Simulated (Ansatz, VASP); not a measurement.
GaSb: VASP beside Ansatz

File INCAR:

```
SYSTEM = GaSb
PREC = Accurate
ENCUT = 600
EDIFF = 1E-6
ISMEAR = -1
SIGMA = 0.05
LREAL = .FALSE.
LASPH = .TRUE.
NELM = 80
ALGO = Normal
ISIF = 3
LWAVE = .FALSE.
LCHARG = .FALSE.
GGA = PE
IVDW = 12
IBRION = 2
NSW = 60
EDIFFG = -0.01
```

Contents of KPOINTS:

```
Automatic mesh
0
G
  8 8 8
  0 0 0
```

POSCAR

```
GaSb
1.0
    0.0000000000      3.0590000000      3.0590000000
    3.0590000000      0.0000000000      3.0590000000
    3.0590000000      3.0590000000      0.0000000000
Sb Ga
1 1
Direct
    0.7500000000      0.7500000000      0.7500000000
    0.0000000000      0.0000000000      0.0000000000
```

The input input.yaml:

```yaml
crystal:
  lattice:
    - [0.0, 3.059, 3.059]
    - [3.059, 0.0, 3.059]
    - [3.059, 3.059, 0.0]
  atoms:
    - { symbol: Sb, position: [0.75, 0.75, 0.75] }
    - { symbol: Ga, position: [0.0, 0.0, 0.0] }
hamiltonian:
  xc: pbe
  pseudopotentials: { kind: paw }
  dispersion: d3bj
kpoints:
  mp_grid: { grid: [8, 8, 8] }
scf:
  occupations: { method: fermi_dirac, width: 0.05 }
output:
  forces: true
  stress: true
  eigenvalues: true
relax:
  f_tol: 0.01
  max_steps: 40
  cell: { stress_tol: 0.05 }
```

Alike in both runs: task relaxation of cell and atoms; functional PBE; dispersion D3(BJ); k mesh 8 × 8 × 8; occupations fermi-dirac, width 0.05 eV; no spin polarisation.

```csv
,VASP,Ansatz
version,VASP 6.6.1,Ansatz 0.2.0
potentials or method,"VASP PAW PBE potentials, release 64 (Sb, Ga_d)",Ansatz PAW
plane-wave cutoff (eV),600,420
valence electrons in the cell,18,28
```

Ansatz gave:

* gap on the k mesh at the Fermi level, each at its own relaxed structure (eV): none
* relaxed volume (Å³/atom): 28.79
* relaxed cell length with the largest relative difference (Å): 4.334

Problem. What did VASP give for the same quantities?

Solution. gap on the k mesh at the Fermi level, each at its own relaxed structure (eV): none; relaxed volume (Å³/atom): 28.84; relaxed cell length with the largest relative difference (Å): 4.337.

A gap of «none» marks a metal or a gap that the smearing closes. The two sets of potentials don't hold the same shells in valence.

Caveats: pairwise dispersion overbinds metals, which lowers pressure and volume; this crystal is a semiconductor, whose small gap the functional closes, so the metal is an error of the method; the plane-wave basis is chosen anew once the cell has moved, so the energies of steps on either side of that aren't comparable (Ansatz). The runs have no spin-orbit coupling, so splittings on Sb are missing. Zero-point motion and thermal expansion aren't in these numbers.
